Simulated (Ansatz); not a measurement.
**TlBr: how the settings move a single-point run**

Question: which choices in the input matter for TlBr?

Computed with Ansatz 0.2.0 (reference: DFT, HSE06, plane waves, PAW, unless a step's input says otherwise).

8 further runs of the same task are left out: 1 for a known fault of the program, 7 that didn't finish.

### 1 The system as given

It takes space group Pm-3m (No. 221, cubic). Conventional cell: a = 3.995 Å, b = 3.995 Å, c = 3.995 Å, α = 90.00°, β = 90.00°, γ = 90.00°. Around Tl (site symmetry m-3m) lie 8 Br at 3.46 Å. Around Br (site symmetry m-3m) lie 8 Tl at 3.46 Å.

As a file:

```cif
data_structure
_symmetry_space_group_name_H-M 'Pm-3m'
_symmetry_Int_Tables_number 221
_cell_length_a 3.9949
_cell_length_b 3.9949
_cell_length_c 3.9949
_cell_angle_alpha 90.000
_cell_angle_beta 90.000
_cell_angle_gamma 90.000
_cell_volume 63.76
loop_
_atom_site_label
_atom_site_type_symbol
_atom_site_symmetry_multiplicity
_atom_site_Wyckoff_symbol
_atom_site_fract_x
_atom_site_fract_y
_atom_site_fract_z
_atom_site_occupancy
Tl1 Tl 1 a 0.00000 0.00000 0.00000 1
Br1 Br 1 b 0.50000 0.50000 0.50000 1
```

### 2 Baseline

Contents of input.yaml:

```yaml
crystal:
  lattice:
    - [3.9949064678, 0.0, 0.0]
    - [0.0, 3.9949064678, 0.0]
    - [0.0, 0.0, 3.9949064678]
  atoms:
    - { symbol: Tl, position: [0.0, 0.0, 0.0] }
    - { symbol: Br, position: [0.5, 0.5, 0.5] }
kpoints:
  mp_grid: { grid: [4, 4, 4] }
hamiltonian:
  xc: hse06
scf:
  occupations: { method: fixed }
  n_extra_bands: 4
output:
  forces: true
  stress: true
  eigenvalues: true
```

The run is started by

```bash
$ ansatz run input.yaml --threads 4 --pin off --max-ram 3686MiB --backend cpu --events-out ev --progress --plain --runs-dir out
```

### 3 Changed: xc pbe, accuracy low

Edit input.yaml of step 2 so:

```diff
@@ -11,3 +11,3 @@
 hamiltonian:
-  xc: hse06
+  xc: pbe
 scf:
@@ -19 +19,2 @@
   eigenvalues: true
+accuracy: low
```

### 4 Variant: xc lda

Edit input.yaml of step 2 so:

```diff
@@ -11,3 +11,3 @@
 hamiltonian:
-  xc: hse06
+  xc: lda
 scf:
```

### 5 Changed: exchange pbe, correlation pbe, coeff 0.2, omega 0.1

Edit input.yaml of step 2 so:

```diff
@@ -11,3 +11,3 @@
 hamiltonian:
-  xc: hse06
+  xc: { exchange: pbe, correlation: pbe, exx: { coeff: 0.2, omega: 0.1 } }
 scf:
```

### 6 Variant: exchange pbe, correlation pbe, coeff 0.2, omega 0.3

Edit input.yaml of step 2 so:

```diff
@@ -11,3 +11,3 @@
 hamiltonian:
-  xc: hse06
+  xc: { exchange: pbe, correlation: pbe, exx: { coeff: 0.2, omega: 0.3 } }
 scf:
```

### 7 Changed: exchange pbe, correlation pbe, coeff 0.4, omega 0.5

Edit input.yaml of step 2 so:

```diff
@@ -11,3 +11,3 @@
 hamiltonian:
-  xc: hse06
+  xc: { exchange: pbe, correlation: pbe, exx: { coeff: 0.4, omega: 0.5 } }
 scf:
```

### 8 Changing settings: ecutwfc 300

Edit input.yaml of step 2 so:

```diff
@@ -19 +19,3 @@
   eigenvalues: true
+basis:
+  ecutwfc: 300
```

Before running it: what results should come out? Wanted: for each run, ending; energy change; pressure; gap; force.

As calculated:

| run | ending | energy change | pressure (GPa) | gap (eV) | force (eV/Å) | cycles | time |
| --- | --- | --- | --- | --- | --- | --- | --- |
| reference | converged | 0 | 0.7 | 2.58 | 0.00 | 11 | 48 s |
| 1: xc pbe, accuracy low | converged | not comparable | 1.1 | 1.88 | 0.00 | 9 | 2.9 s |
| 2: xc lda | converged | not comparable | -2.8 | 1.69 | 0.00 | 6 | 3 s |
| 3: exchange pbe, correlation pbe, coeff 0.2, omega 0.1 | converged | not comparable | 0.8 | 2.66 | 0.00 | 10 | 35 s |
| 4: exchange pbe, correlation pbe, coeff 0.2, omega 0.3 | converged | not comparable | 0.8 | 2.30 | 0.00 | 10 | 35 s |
| 5: exchange pbe, correlation pbe, coeff 0.4, omega 0.5 | converged | not comparable | 0.7 | 2.38 | 0.00 | 11 | 38 s |
| 6: ecutwfc 300 | converged | +36.4 meV/atom | 0.8 | 2.59 | 0.00 | 11 | 19 s |

Residual by cycle in the longest SCF loop of each run; runs are numbered as in the table. The quantity is the density residual dr2, in eV.

| cycle | reference | run 1 | run 2 | run 3 | run 4 | run 5 | run 6 |
| --- | --- | --- | --- | --- | --- | --- | --- |
| 1 | 0.02 | 5.9e-4 | 0.0113 | 0.0139 | 0.0124 | 0.0315 | 0.0197 |
| 2 | 0.00168 | 2.3e-4 | 0.00277 | 0.00121 | 8.7e-4 | 0.00263 | 0.00177 |
| 3 | 5.0e-4 | 7.9e-5 | 7.3e-5 | 3.8e-4 | 2.2e-4 | 8.6e-4 | 5.3e-4 |
| 4 | 1.5e-5 | 2.7e-6 | 6.2e-6 | 1.0e-5 | 7.4e-6 | 2.0e-5 | 1.4e-5 |
| 5 | 1.6e-6 | 7.0e-6 | 2.5e-7 | 1.7e-6 | 5.7e-7 | 3.6e-6 | 1.7e-6 |
| 6 | - | 3.6e-6 | 2.5e-8 | - | - | - | - |
| 7 | - | 1.5e-6 | - | - | - | - | - |
| 8 | - | 2.0e-7 | - | - | - | - | - |
| 9 | - | 2.6e-8 | - | - | - | - | - |

What this shows: «ecutwfc 300» moves the energy by +36.4 meV/atom. Run 6 ran under the cutoff that the potentials recommend, as the log warns, so basis error is mixed into its values. Of the variants the dearest is «exchange pbe, correlation pbe, coeff 0.4, omega 0.5» (38 s), the cheapest «xc pbe, accuracy low» (2.9 s), on a shared host. The gap of the reference lacks spin-orbit coupling, though the cell holds Tl.
